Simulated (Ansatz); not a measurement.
# Iron, beta-Sn type under PBE: structure, energy and stiffness

Aim: take iron in the beta-Sn type structure, relax it, solve it on a dense k-mesh, switch on spin-orbit coupling, then scale the cell to 7 volumes from 88 to 112 % of the relaxed one and try a fit of the equation of state. The start is ferromagnetic. The k-meshes are 14×14×10 for the relaxation; 24×24×12 for the dense run; 15×15×8 for spin-orbit coupling; 17×17×8 for the volumes.

Method: DFT PBE, plane waves (420 eV) with PAW, scalar-relativistic, in Ansatz 0.2.0.

### Step 1. Starting point

It takes space group I4_1/amd (No. 141, tetragonal). The conventional cell has a = 4.491 Å, b = 4.491 Å, c = 2.452 Å, α = 90.00°, β = 90.00°, γ = 90.00°. Fe (site symmetry -4m2) has 6 Fe at 2.33 to 2.45 Å as nearest neighbours.

As a file:

```cif
data_structure
_symmetry_space_group_name_H-M 'P 1'
_symmetry_Int_Tables_number 1
_cell_length_a 3.4042
_cell_length_b 3.4042
_cell_length_c 3.4042
_cell_angle_alpha 97.454
_cell_angle_beta 97.454
_cell_angle_gamma 137.779
_cell_volume 24.73
loop_
_atom_site_label
_atom_site_type_symbol
_atom_site_fract_x
_atom_site_fract_y
_atom_site_fract_z
_atom_site_occupancy
Fe1 Fe 0.00000 0.00000 0.00000 1
Fe2 Fe 0.75000 0.25000 0.50000 1
```

Starting moments (μB): +2.5 ×2.

### Step 2. Geometry optimisation

File input.yaml:

```yaml
crystal:
  lattice:
    - [-2.245591907, 2.245591907, 1.2260931812]
    - [2.245591907, -2.245591907, 1.2260931812]
    - [2.245591907, 2.245591907, -1.2260931812]
  atoms:
    - { symbol: Fe, position: [0.0, 0.0, 0.0], spin: 2.5 }
    - { symbol: Fe, position: [0.75, 0.25, 0.5], spin: 2.5 }
hamiltonian:
  xc: pbe
  pseudopotentials:
    kind: paw
    azcp:
      Fe: "pseudopotentials/Fe.paw.azcp"
basis:
  ecutwfc: 420
  fft_grid_basis: typed
kpoints:
  mp_grid: { grid: [14, 14, 10], shift: [0, 0, 0] }
magnetization:
  spin_polarized: true
scf:
  occupations: { method: fermi_dirac, width: 0.05 }
relax:
  max_steps: 60
  f_tol: 0.01
  cell: {}
```

Launch:

```bash
$ ansatz run input.yaml --threads 1 --pin off --max-ram 3584MiB --backend cpu --events-out ev --progress --plain --runs-dir out
```

After this run come: The energy on a finer k-mesh; A two-component run at the same geometry; Equation of state: 88 %; Equation of state: 92 %; Equation of state: 96 %; Equation of state: 100 %; Equation of state: 104 %; Equation of state: 108 %; Equation of state: 112 %.

What does the calculation give? Wanted: space group; conventional cell; volume; shortest distance; gap on the mesh; magnetic state; relative to bcc, ferromagnetic; magnetic state with spin-orbit coupling; V₀, B₀, B₀′.

As calculated:

```
                               quantity                                  value
         space group (spins left aside)                          Fddd (No. 70)
                      conventional cell  a = 2.445 Å, b = 4.569 Å, c = 8.518 Å
                                 volume                         11.896 Å³/atom
                      shortest distance                                2.445 Å
                        gap on the mesh           none (levels filled in part)
                         magnetic state  ferromagnetic, up to 2.52 μB per atom
         relative to bcc, ferromagnetic                          +123 meV/atom
magnetic state with spin-orbit coupling  ferromagnetic, up to 2.44 μB per atom
                            V₀, B₀, B₀′           11.903 Å³/atom, 157 GPa, 4.0
```

What this shows: The relaxation shrank the cell by 3.8 % in volume. What began as beta-Sn type has relaxed into Fddd. What follows belongs to that structure, not to the type named at the start. The mesh has less symmetry than the lattice, which may have let the distortion in. Against the reference form of iron (bcc, ferromagnetic, computed apart with the same settings) it stands 123 meV/atom higher. It ends ferromagnetic, with up to 2.52 μB per atom. No gap shows: it is a metal or semimetal at this level. In the spin-orbit run the largest spin moment goes from 2.52 to 2.44 μB; mesh and site projection of the two kinds of run can differ, so the change can't be laid on spin-orbit coupling. The total energy of the spin-orbit run lies -0.20 eV/atom from the scalar one, but the two kinds of run don't share a zero of energy: only differences within one kind count. B₀ comes out at 157 GPa; letting shape and positions relax at each volume could only lower it.
